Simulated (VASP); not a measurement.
# W (Fm-3m) in VASP: a series of runs

The runs below take W through single point, with PBE.

Everything below comes from runs of VASP 6.6.1. Logs are shortened: lines on timing, memory, paths and dates and some standing lists are left out, and cuts for length are marked.

## 1. Starting point

Symmetry: Fm-3m, No. 225, cubic system. The conventional cell has a = 4.060 Å, b = 4.060 Å, c = 4.060 Å, α = 90.00°, β = 90.00°, γ = 90.00°. Around W (site symmetry m-3m) lie 12 W at 2.87 Å.

This isn't the form of W at room conditions, which is bcc.

## 2. Single point, PBE

Input file INCAR:

```
SYSTEM = W
  ADDGRID = .FALSE.
  ALGO = Normal
  EDIFF = 1E-7
  ENCUT = 400
  GGA = PE
  ISIF = 2
  ISMEAR = 0
  LASPH = .TRUE.
  LCHARG = .FALSE.
  LREAL = .FALSE.
  LWAVE = .FALSE.
  NBANDS = 13
  NELM = 100
  PREC = Normal
  SIGMA = 0.15
```

Input file KPOINTS:

```
k-points
0
G
  10 10 10
  0 0 0
```

Input file POSCAR:

```
W
1.0
    0.0000000000      2.0300000000      2.0300000000
    2.0300000000      0.0000000000      2.0300000000
    2.0300000000      2.0300000000      0.0000000000
W
1
Direct
    0.0000000000      0.0000000000      0.0000000000
```

Potentials or basis: VASP PAW PBE potentials, release 64 (W_sv).

Launch:

```bash
$ cat potpaw_PBE.64/W_sv/POTCAR > POTCAR
$ mpirun -np 1 vasp_std > vasp.out
```

OUTCAR:

```text
SYSTEM = W
   EDIFF = 1E-7
   ENCUT = 400
   GGA = PE
   ISIF = 2
   ISMEAR = 0
   LASPH = .TRUE.
   LREAL = .FALSE.
   NELM = 100
   PREC = Normal

 Found     47 irreducible k-points:

 Following reciprocal coordinates:
            Coordinates               Weight
  0.000000  0.000000  0.000000      1.000000
  0.100000  0.000000  0.000000      8.000000
  0.200000  0.000000  0.000000      8.000000
  0.300000  0.000000  0.000000      8.000000
  0.400000  0.000000  0.000000      8.000000
  0.500000  0.000000  0.000000      4.000000
   k-points           NKPTS =     47   k-points in BZ     NKDIM =     47   number of bands    NBANDS=     13
   number of dos      NEDOS =    301   number of ions     NIONS =      1
   total plane-waves  NPLWV =   2744
   dimension x,y,z NGX =    14 NGY =   14 NGZ =   14
   dimension x,y,z NGXF=    28 NGYF=   28 NGZF=   28
   ions per type =               1
   NGX,Y,Z   is equivalent  to a cutoff of   8.11,  8.11,  8.11 a.u.
   NGXF,Y,Z  is equivalent  to a cutoff of  16.21, 16.21, 16.21 a.u.
 SYSTEM =  W
   PREC   = normal    normal or accurate (medium, high low for compatibility)
   ISTART =      0    job   : 0-new  1-cont  2-samecut
   ICHARG =      2    charge: 1-file 2-atom 10-const
   ISPIN  =      1    spin polarized calculation?
   LNONCOLLINEAR =      F non collinear calculations
   LSORBIT =      F    spin-orbit coupling
   LASPH  =      T    aspherical Exc in radial PAW
   ENCUT  =  400.0 eV  29.40 Ry    5.42 a.u.   4.68  4.68  4.68*2*pi/ulx,y,z
   NELM   =    100;   NELMIN=  2; NELMDL= -5     # of ELM steps
   EDIFF  = 0.1E-06   stopping-criterion for ELM
   LREAL  =      F    real-space projection
   EDIFFG = 0.1E-05   stopping-criterion for IOM
   NSW    =      0    number of steps for IOM
   IBRION =     -1    ionic relax: 0-MD 1-quasi-New 2-CG
   NFREE  =      0    steps in history (QN), initial steepest desc. (CG)
   ISIF   =      2    stress and relaxation
   ISYM   =      2    0-nonsym 1-usesym 2-fastsym
   POTIM  = 0.5000    time-step for ionic-motion
   TEBEG  =    0.0;   TEEND  =   0.0 temperature during run
   PSTRESS=    0.0 pullay stress
   NELECT =      14.0000    total number of electrons
   NUPDOWN=      -1.0000    fix difference up-down
   EMIN   =  10.00;   EMAX   =-10.00  energy-range for DOS
   EFERMI =   0.00;   METHOD = LEGACY
   ISMEAR =     0;   SIGMA  =   0.15  broadening in eV -4-tet -1-fermi 0-gaus
   EFERMI_NEDOS =   21; number of points for ismear=-14 and -15
   IALGO  =     38    algorithm
   IMIX   =      4    mixing-type and parameters
     AMIX     =   0.40;   BMIX     =  1.00
     AMIX_MAG =   1.60;   BMIX_MAG =  1.00
  volume/ion in A,a.u.               =      16.73       112.91
  Fermi-wavevector in a.u.,A,eV,Ry     =   1.542688  2.915258 32.380324  2.379887
  Thomas-Fermi vector in A             =   2.648457
   LORBIT       =      0    0 simple, 1 ext, 2 COOP (PROOUT), +10 PAW based schemes
   GGA     = PE    functional components
   LHFCALC =     F    Hartree Fock is set to
   AEXX    =    0.0000 exact exchange contribution
   IVDW    =     0    specifies the selected vdW correction
   LEPSILON=     F    determine dielectric tensor
   LRPA    =     F    only Hartree local field effects (RPA)
 non-spin polarized calculation
 Gauss-broadening in eV      SIGMA  =   0.15
  energy-cutoff  :      400.00
  volume of cell :       16.73
 maximum number of plane-waves:       318
   NGX =  9   NGY =  9   NGZ =  9

 number of electron      14.0000029 magnetization

 Free energy of the ion-electron system (eV)
  ---------------------------------------------------
  ext. energy  EPLUGINS =         0.00000000
  ---------------------------------------------------
  free energy    TOTEN  =       -12.46814955 eV

  energy without entropy =      -12.45472919  energy(sigma->0) =      -12.46143937

 E-fermi :  10.1970     XC(G=0): -13.3307

 val. band max:       10.1704537694   @ k =  -0.1000   0.1000   0.0000
 cond. band min:      10.2415422948   @ k =   0.5000   0.1000   0.0000
 fundamental gap:      0.0710885254
 Fermi energy:        10.1969971164

 k-point     1 :       0.0000    0.0000    0.0000
  band No.  band energies     occupation
      1     -63.5009      2.00000
      2     -27.1529      2.00000
      3     -27.1529      2.00000
      4     -27.1529      2.00000
      5       1.3353      2.00000
      6       9.6864      2.00000
      7       9.6864      2.00000
      8       9.6865      2.00000
      9      12.7242      0.00000
     10      12.7242      0.00000
     11      22.9895      0.00000
     12      28.1123      0.00000
     13      28.1123      0.00000

 k-point     2 :       0.1000    0.0000    0.0000
  band No.  band energies     occupation
      1     -63.4917      2.00000
      2     -27.2616      2.00000
      3     -27.1669      2.00000
      4     -27.1669      2.00000
      5       1.7576      2.00000
      6       9.3772      2.00000
      7       9.8744      1.99765
      8       9.8744      1.99765
      9      12.5649      0.00000
     10      12.5649      0.00000
     11      23.8095      0.00000
     12      26.5795      0.00000
     13      28.9031      0.00000
[... 33 lines left out ...]
 k-point     5 :       0.4000    0.0000    0.0000
  band No.  band energies     occupation
      1     -63.4131      2.00000
      2     -28.1279      2.00000
      3     -27.2838      2.00000
      4     -27.2838      2.00000
      5       4.6462      2.00000
      6       9.6187      2.00000
      7       9.6187      2.00000
      8       9.9291      1.98845
      9      14.5245      0.00000
     10      14.5245      0.00000
     11      21.0277      0.00000
     12      23.7519      0.00000
     13      29.9097      0.00000

 k-point     6 :       0.5000    0.0000    0.0000
  band No.  band energies     occupation
      1     -63.4038      2.00000
      2     -28.2245      2.00000
      3     -27.2974      2.00000
      4     -27.2974      2.00000
      5       4.7259      2.00000
      6       9.4730      2.00000
      7       9.4731      2.00000
      8      10.8037      0.00000
      9      15.1276      0.00000
     10      15.1276      0.00000
     11      20.2226      0.00000
     12      22.6179      0.00000
     13      28.6798      0.00000

 [... further k-points ...]

------------------------ aborting loop because EDIFF is reached ----------------------------------------

  FORCE on cell =-STRESS in cart. coord.  units (eV):
  Direction    XX          YY          ZZ          XY          YZ          ZX
  --------------------------------------------------------------------------------------
  -------------------------------------------------------------------------------------
  Total       -0.3894020     -0.3894020     -0.3894020      0.0000000     -0.0000000     -0.0000000
  in kB      -37.2898535    -37.2898535    -37.2898535      0.0000000     -0.0000000     -0.0000000
  external PRESSURE =     -37.2898535 kB  Pullay stress =       0.0000000 kB

 VOLUME and BASIS-vectors are now :
 -----------------------------------------------------------------------------
  energy-cutoff  :      400.00
  volume of cell :       16.73
      direct lattice vectors                 reciprocal lattice vectors
     0.000000000  2.030000000  2.030000000    -0.246305419  0.246305419  0.246305419
     2.030000000  0.000000000  2.030000000     0.246305419 -0.246305419  0.246305419
     2.030000000  2.030000000  0.000000000     0.246305419  0.246305419 -0.246305419

 POSITION                                       TOTAL-FORCE (eV/Angst)
 -----------------------------------------------------------------------------------
      0.00000      0.00000      0.00000         0.000000      0.000000      0.000000
 -----------------------------------------------------------------------------------
    total drift:                               -0.000000     -0.000000     -0.000000

  FREE ENERGIE OF THE ION-ELECTRON SYSTEM (eV)
  ---------------------------------------------------
  free  energy   TOTEN  =       -12.4681495529 eV

  energy  without entropy=      -12.4547291865  energy(sigma->0) =      -12.46143937
```

OSZICAR:

```text
N       E                     dE             d eps       ncg     rms          rms(c)
DAV:   1     0.730558125272E+02    0.73056E+02   -0.64820E+03  1222   0.104E+03
DAV:   2    -0.117401176298E+02   -0.84796E+02   -0.81737E+02  1387   0.277E+02
DAV:   3    -0.131131617641E+02   -0.13730E+01   -0.13545E+01  1282   0.351E+01
DAV:   4    -0.131190276323E+02   -0.58659E-02   -0.58656E-02  1412   0.252E+00
DAV:   5    -0.131190795966E+02   -0.51964E-04   -0.51965E-04  1317   0.223E-01    0.183E+01
DAV:   6    -0.125994123375E+02    0.51967E+00   -0.45210E-01  1307   0.885E+00    0.695E+00
DAV:   7    -0.124724250818E+02    0.12699E+00   -0.21360E-01  1342   0.574E+00    0.626E-01
DAV:   8    -0.124682580233E+02    0.41671E-02   -0.41415E-03  1232   0.831E-01    0.930E-02
DAV:   9    -0.124681491108E+02    0.10891E-03   -0.14112E-04  1387   0.134E-01    0.345E-02
DAV:  10    -0.124681490127E+02    0.98144E-07   -0.11593E-05  1307   0.434E-02    0.332E-03
DAV:  11    -0.124681496534E+02   -0.64069E-06   -0.20891E-07  1248   0.545E-03    0.745E-04
DAV:  12    -0.124681495389E+02    0.11450E-06   -0.66344E-09   671   0.944E-04    0.470E-05
DAV:  13    -0.124681495529E+02   -0.14007E-07   -0.53126E-10   641   0.285E-04
   1 F= -.12468150E+02 E0= -.12461439E+02  d E =-.134204E-01
```

stdout:

```text
POSCAR found type information on POSCAR W
 POSCAR found :  1 types and       1 ions
 scaLAPACK will be used
 LDA part: xc-table for (Slater+PW92), standard interpolation
 POSCAR, INCAR and KPOINTS ok, starting setup
 FFT: planning ... GRIDC
 FFT: planning ... GRID_SOFT
 FFT: planning ... GRID
 WAVECAR not read
 entering main loop
```

Run time: 2.6 s. Hardware: 1 thread of Intel Xeon Platinum 8488C (Sapphire Rapids), shared host; peak memory 0.11 GiB.

These settings aren't checked as converged: the numbers below hold their error.

Results:

```
Free energy            : -12.4681 eV
Pressure               : -3.7 GPa
Band gap on the k mesh : none (metal or under the smearing width)
```

## 3. Single point, PBE

Changes to INCAR since step 2:

```diff
@@ -10,3 +10,3 @@
   LCHARG = .FALSE.
-  LREAL = .FALSE.
+  LREAL = Auto
   LWAVE = .FALSE.
@@ -14,3 +14,3 @@
   NELM = 100
-  PREC = Normal
+  PREC = Accurate
   SIGMA = 0.15
```

KPOINTS is that of step 2.

POSCAR is that of step 2.

Potentials or basis: VASP PAW PBE potentials, release 64 (W_sv).

Launch:

```bash
$ cat potpaw_PBE.64/W_sv/POTCAR > POTCAR
$ mpirun -np 1 vasp_std > vasp.out
```

It took 9.2 s on 1 thread of Intel Xeon Platinum 8488C (Sapphire Rapids), shared host; peak memory 0.12 GiB.

These settings aren't checked as converged: the numbers below hold their error.

Results:

- Free energy: -12.4687 eV
- Pressure: -3.9 GPa
- Band gap on the k mesh: none (metal or under the smearing width)

## 4. Single point, PBE

Changes to INCAR since step 3:

```diff
@@ -3,3 +3,3 @@
   ALGO = Normal
-  EDIFF = 1E-7
+  EDIFF = 0.01
   ENCUT = 400
@@ -10,3 +10,3 @@
   LCHARG = .FALSE.
-  LREAL = Auto
+  LREAL = .FALSE.
   LWAVE = .FALSE.
```

KPOINTS is that of step 3.

POSCAR is that of step 3.

Launch:

```bash
$ cat potpaw_PBE.64/W_sv/POTCAR > POTCAR
$ mpirun -np 1 vasp_std > vasp.out
```

It took 3.5 s on 1 thread of Intel Xeon Platinum 8488C (Sapphire Rapids), shared host; peak memory 0.13 GiB.

These settings aren't checked as converged: the numbers below hold their error.

What came out:

| Item | Value |
| --- | --- |
| Free energy | -12.4682 eV |
| Pressure | -4.3 GPa |
| Band gap on the k mesh | none (metal or under the smearing width) |

## 5. Single point, PBE

Changes to INCAR since step 4:

```diff
@@ -3,3 +3,3 @@
   ALGO = Normal
-  EDIFF = 0.01
+  EDIFF = 0.001
   ENCUT = 400
```

KPOINTS is that of step 4.

POSCAR is that of step 4.

Potentials or basis: VASP PAW PBE potentials, release 64 (W_sv).

Launch:

```bash
$ cat potpaw_PBE.64/W_sv/POTCAR > POTCAR
$ mpirun -np 1 vasp_std > vasp.out
```

OUTCAR:

```text
SYSTEM = W
   EDIFF = 0.001
   ENCUT = 400
   GGA = PE
   ISIF = 2
   ISMEAR = 0
   LASPH = .TRUE.
   LREAL = .FALSE.
   NELM = 100
   PREC = Accurate

 Found     47 irreducible k-points:

 Following reciprocal coordinates:
            Coordinates               Weight
  0.000000  0.000000  0.000000      1.000000
  0.100000  0.000000  0.000000      8.000000
  0.200000  0.000000  0.000000      8.000000
  0.300000  0.000000  0.000000      8.000000
  0.400000  0.000000  0.000000      8.000000
  0.500000  0.000000  0.000000      4.000000
[... 171 lines left out ...]

------------------------ aborting loop because EDIFF is reached ----------------------------------------

  FORCE on cell =-STRESS in cart. coord.  units (eV):
  Direction    XX          YY          ZZ          XY          YZ          ZX
  --------------------------------------------------------------------------------------
  -------------------------------------------------------------------------------------
  Total       -0.4638026     -0.4638026     -0.4638026      0.0000000      0.0000000     -0.0000000
  in kB      -44.4145871    -44.4145871    -44.4145871      0.0000000      0.0000000     -0.0000000
  external PRESSURE =     -44.4145871 kB  Pullay stress =       0.0000000 kB

 VOLUME and BASIS-vectors are now :
 -----------------------------------------------------------------------------
  energy-cutoff  :      400.00
  volume of cell :       16.73
      direct lattice vectors                 reciprocal lattice vectors
     0.000000000  2.030000000  2.030000000    -0.246305419  0.246305419  0.246305419
     2.030000000  0.000000000  2.030000000     0.246305419 -0.246305419  0.246305419
     2.030000000  2.030000000  0.000000000     0.246305419  0.246305419 -0.246305419

 POSITION                                       TOTAL-FORCE (eV/Angst)
 -----------------------------------------------------------------------------------
      0.00000      0.00000      0.00000         0.000000     -0.000000     -0.000000
 -----------------------------------------------------------------------------------
    total drift:                                0.000000      0.000000      0.000000

  FREE ENERGIE OF THE ION-ELECTRON SYSTEM (eV)
  ---------------------------------------------------
  free  energy   TOTEN  =       -12.4681367606 eV

  energy  without entropy=      -12.4547142063  energy(sigma->0) =      -12.46142548
```

stdout:

```text
POSCAR found type information on POSCAR W
 POSCAR found :  1 types and       1 ions
 scaLAPACK will be used
 LDA part: xc-table for (Slater+PW92), standard interpolation
 POSCAR, INCAR and KPOINTS ok, starting setup
 FFT: planning ... GRIDC
 FFT: planning ... GRID_SOFT
 FFT: planning ... GRID
 WAVECAR not read
 entering main loop
```

Wall time 3.7 s (1 thread of Intel Xeon Platinum 8488C (Sapphire Rapids), shared host); peak memory 0.13 GiB.

The run converged, but some of its settings lie outside the range that counts as converged, so its numbers aren't taken as properties of the crystal.

Results:

```
Free energy            : -12.4681 eV
Pressure               : -4.4 GPa
Band gap on the k mesh : none (metal or under the smearing width)
```

## 6. Single point, PBE

Changes to INCAR since step 5:

```diff
@@ -3,3 +3,3 @@
   ALGO = Normal
-  EDIFF = 0.001
+  EDIFF = 1E-4
   ENCUT = 400
```

KPOINTS is that of step 5.

POSCAR is that of step 5.

Potentials or basis: VASP PAW PBE potentials, release 64 (W_sv).

Launch:

```bash
$ cat potpaw_PBE.64/W_sv/POTCAR > POTCAR
$ mpirun -np 1 vasp_std > vasp.out
```

Wall time 4.2 s (1 thread of Intel Xeon Platinum 8488C (Sapphire Rapids), shared host); peak memory 0.13 GiB.

The run converged, but some of its settings lie outside the range that counts as converged, so its numbers aren't taken as properties of the crystal.

Results:

- Free energy: -12.4681 eV
- Pressure: -3.7 GPa
- Band gap on the k mesh: none (metal or under the smearing width)

## 7. For comparison

An earlier run on the cell as given: functional PBEsol; potentials or basis VASP PAW PBE potentials, release 64 (W_sv); cutoff 520 eV; k mesh 11 × 11 × 11; occupations fermi-dirac, width 0.05 eV; no spin polarisation.

- Pressure: -12.3 GPa
- Band gap on the k mesh: none (metal or under the smearing width)
